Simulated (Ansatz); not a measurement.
System: Sn (fcc type), 1 atom in the cell.

Method: PBE, all-electron LAPW, point nucleus (Ansatz 0.2.0 development build).

k-mesh 4×4×4 Γ-centred; Fermi–Dirac smearing of 0.15 eV; no spin polarisation; no spin–orbit coupling.

```
Sn
1.0
     0.00000    2.41010    2.41010
     2.41010    0.00000    2.41010
     2.41010    2.41010    0.00000
Sn
1
Direct
  0.00000 0.00000 0.00000
```

**Question.** Is the cell under compression or tension, and by how much?

**Answer.** The pressure is 0.11 GPa, so at these settings the cell is compressed and would expand.

The k-mesh is coarse, so these values belong to this mesh and can lie far from the converged ones. This cubic structure is a model: it isn't the usual form of the substance at ambient conditions, and such phases are metastable or hypothetical.
